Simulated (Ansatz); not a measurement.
# MoS2 under changes of volume

One of the cells (50.735 Å³/atom); the others are scaled copies at fixed shape and fractional positions:

```
Mo S
1.0
     3.18413    0.00000    0.00000
    -1.59206    2.75753    0.00000
     0.00000    0.00000   17.33460
Mo S
1 2
Direct
  0.00000 0.00000 0.00000
  0.33333 0.66667 0.91051
  0.33333 0.66667 0.08949
```

```yaml
Program: Ansatz 0.2.0
Functional: PBEsol
Potentials_or_basis: all-electron LAPW, scalar-relativistic
Cutoff: 262 eV (chosen from the basis error)
Basis_error_allowed: 0.001 eV/atom
k_mesh: 10 × 10 × 2
Occupations: fermi-dirac, width 0.05 eV
Spin: no spin polarisation
```

```csv
volume (Å³/atom),energy over the lowest point (meV/atom),gap on the mesh (eV),largest force (eV/Å)
47.690,13.91,1.91,0.964
48.705,3.03,1.85,0.563
49.720,0.00,1.79,0.194
50.735,4.01,1.73,0.148
51.749,?,?,?
52.764,30.27,1.63,0.755
53.779,51.27,1.58,1.025
```

Q: What does the run at 51.749 Å³/atom give?

A: Energy over the lowest point 14.31 meV/atom; gap on the mesh 1.68 eV; largest force 0.464 eV/Å.

Worked out: A Birch-Murnaghan fit of order 3 (a polynomial in V^(-2/3)) to the other rows has its minimum at 49.63 Å³/atom with B0 = V·E''(V) = 55 GPa and B' = 4.4 at fixed shape and positions, which overstates the stiffness. It gives 14.31 meV/atom at 51.749 Å³/atom, against the run's 14.31. A straight line through the other rows of the gap, of slope -2.74 eV per unit of ln V, gives 1.68 eV, against the run's 1.68.

Energies are extrapolated to zero smearing.

A mesh can miss the band edges. Spin-orbit coupling on Mo is left out.
